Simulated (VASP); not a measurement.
Input of a VASP 6.6.1 run:

The input INCAR:

```
PREC = Accurate
ENCUT = 520
EDIFF = 1E-6
ISMEAR = 0
SIGMA = 0.02
LREAL = F
LASPH = T
NELM = 100
ALGO = Normal
ISIF = 2
LWAVE = F
LCHARG = F
GGA = PS
NBANDS = 11
```

The input KPOINTS:

```
regular mesh
0
Gamma
  12 12 12
```

File POSCAR:

```
Si
1.0
    0.0000000000      2.7168250424      2.7168250424
    2.7168250424      0.0000000000      2.7168250424
    2.7168250424      2.7168250424      0.0000000000
Si
2
Direct
    0.0000000000      0.0000000000      0.0000000000
    0.2500000000      0.2500000000      0.2500000000
```

Potentials or basis: VASP PAW PBE potentials, release 64 (Si).

Launch:

```bash
$ cat potpaw_PBE.64/Si/POTCAR > POTCAR
$ mpirun -np 1 vasp_std > vasp.out
```

Predict the band gap on the k mesh.

0.46 eV, indirect (least direct gap 2.52 eV).

Estimate the pressure.

0.1 GPa.

Caveat: the PAW data sets were made with another functional, which shifts forces and pressure a little. A k mesh can miss the band edges.
